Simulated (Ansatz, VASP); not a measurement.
One calculation of MoS2, two programs

```xyz
3
Lattice="3.1616 0.0000 0.0000 -1.5808 2.7380 0.0000 0.0000 0.0000 6.1836" Properties=species:S:1:pos:R:3 pbc="T T T"
Mo    0.0000    0.0000    3.0918
S     1.5808    0.9127    4.6048
S     0.0000    1.8253    1.5788
```

Change from the starting cell: volume scaled by 0.94.

Alike in both runs: task single point; functional PBE; k mesh 9 × 9 × 4; occupations fermi-dirac, width 0.05 eV; no spin polarisation.

```csv
,VASP,Ansatz
version,VASP 6.6.1,Ansatz 0.2.0
potentials or method,"VASP PAW PBE potentials, release 64 (Mo_sv, S)",Ansatz PAW
plane-wave cutoff (eV),520,420
valence electrons in the cell,26,26
```

```csv
,VASP,Ansatz,Ansatz less VASP
gap on the k mesh at the Fermi level (eV),none,none,-
pressure (GPa),10.4,10.6,+0.14
largest component of the traceless stress (GPa),2.74,2.73,-0.011
rms of the force components (eV/Å),0.634,0.640,+0.0056
```

Atom by atom the forces differ by 0.006 eV/Å (rms over components). A gap of «none» marks a metal or a gap that the smearing closes.

Caveats: this functional lacks dispersion, which binds the layers, so the pressure and a relaxed spacing across them are unreliable; forces of over 1 eV/Å show positions far from the minimum, so gaps and moduli don't describe the material at rest.
